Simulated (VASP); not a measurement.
Wanted: the native input for a VASP 6.6.1 run.

```
Task                   : band structure
Functional             : PBE
Potentials or basis    : VASP PAW PBE potentials, release 64 (Ga_d, P)
Cutoff                 : 520 eV
k mesh                 : 6 × 6 × 6
Occupations            : gaussian, width 0.02 eV
Spin                   : spin-orbit coupling, no magnetisation
Ladder                 : gaps
Further INCAR settings : ALGO = Fast; EDIFF = 1e-07; NBANDS = 30
```

The structure of GaP lies in POSCAR:

```
GaP
1.0
    0.0000000000      2.7252500000      2.7252500000
    2.7252500000      0.0000000000      2.7252500000
    2.7252500000      2.7252500000      0.0000000000
Ga P
1 1
Direct
    0.0000000000      0.0000000000      0.0000000000
    0.7500000000      0.7500000000      0.7500000000
```

The input as run:

INCAR

```
PREC = Accurate ; ENCUT = 520
EDIFF = 1E-7 ; ISMEAR = 0
SIGMA = 0.02 ; LREAL = F
LASPH = T ; NELM = 100
ALGO = Fast ; ISIF = 2
LWAVE = F ; LCHARG = F
MAGMOM = 0 0 0 0 0 0 ; LORBIT = 11
LSORBIT = T ; GGA_COMPAT = F
GGA = PE ; NBANDS = 30
KPAR = 2
```

KPOINTS

```
regular mesh
0
Gamma
  6 6 6
```

KPOINTS_OPT

```
path GXWKGLUWLK,UX
15
line-mode
reciprocal
 0.0000000000  0.0000000000  0.0000000000  G
 0.5000000000  0.0000000000  0.5000000000  X

 0.5000000000  0.0000000000  0.5000000000  X
 0.5000000000  0.2500000000  0.7500000000  W

 0.5000000000  0.2500000000  0.7500000000  W
 0.3750000000  0.3750000000  0.7500000000  K

 0.3750000000  0.3750000000  0.7500000000  K
 0.0000000000  0.0000000000  0.0000000000  G

 0.0000000000  0.0000000000  0.0000000000  G
 0.5000000000  0.5000000000  0.5000000000  L

 0.5000000000  0.5000000000  0.5000000000  L
 0.6250000000  0.2500000000  0.6250000000  U

 0.6250000000  0.2500000000  0.6250000000  U
 0.5000000000  0.2500000000  0.7500000000  W

 0.5000000000  0.2500000000  0.7500000000  W
 0.5000000000  0.5000000000  0.5000000000  L

 0.5000000000  0.5000000000  0.5000000000  L
 0.3750000000  0.3750000000  0.7500000000  K

 0.6250000000  0.2500000000  0.6250000000  U
 0.5000000000  0.0000000000  0.5000000000  X
```

Potentials or basis: VASP PAW PBE potentials, release 64 (Ga_d, P).

Command:

```bash
$ cat potpaw_PBE.64/Ga_d/POTCAR potpaw_PBE.64/P/POTCAR > POTCAR
$ mpirun -np 2 vasp_ncl > vasp.out
```

Results of the run:

```json
{"Pressure": "2.5 GPa", "Valence electrons inside the program's atomic spheres": "Ga 11.72; P 2.55"}
```

It took 2.3 min on 2 MPI ranks on Intel(R) Xeon(R) Platinum 8488C (Sapphire Rapids) (shared host), peak memory 0.31 GiB a rank.
